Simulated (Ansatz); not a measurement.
Starting structure, H put at a hollow B-Mg-B site (MgB₂, P6/mmm (No. 191), (1 0 0) face):

```xyz
10
Lattice="3.0617 0.0000 0.0000 0.0000 3.5045 0.0000 0.0000 0.0000 26.0707" Properties=species:S:1:pos:R:3 pbc="T T T"
B     0.0000    1.7522    8.5000
Mg    1.5308    0.0000    9.3838
B     0.0000    1.7522   10.2677
B     1.5308    1.7522   11.1515
Mg    0.0000    0.0000   12.0763
B     1.5308    1.7522   12.9562
B     0.0000    1.7522   13.7642
Mg    1.5308    0.0000   15.0352
B     0.0000    1.7522   15.3937
H     1.5308    1.1682   16.3137
```

Method: DFT PBEsol, scalar-relativistic, plane waves, PAW in Ansatz 0.2.0. Cutoff 420 eV; k points 9×8×1 on the computed 10-atom cell (Γ-centred); Gaussian smearing, width 0.10 eV; no spin polarisation. The cell repeats along c with a dipole correction in the vacuum.

Atoms 1, 2, 3, 4 (counted from 1) are held. The cell is fixed. Force threshold 0.03 eV/Å.

**Question.** Where does it end?

**Answer.** The energy falls by 0.941 eV in 7 steps, to:

```
CELL_PARAMETERS angstrom
3.06169 0.00000 0.00000
0.00000 3.50446 0.00000
0.00000 0.00000 26.07067
ATOMIC_POSITIONS crystal
B 0.00000 0.50000 0.32604
Mg 0.50000 0.00000 0.35994
B 0.00000 0.50000 0.39384
B 0.50000 0.50000 0.42774
Mg 0.00000 0.99972 0.46203
B 0.50000 0.49953 0.49633
B 0.00000 0.49924 0.52949
Mg 0.50000 0.99882 0.56777
B 0.00000 0.49864 0.59283
H 0.50000 0.49847 0.61502
```

The end is the local minimum or symmetric point that this start leads to. The slab is only 7.1 Å thick, so the energy isn't converged with thickness.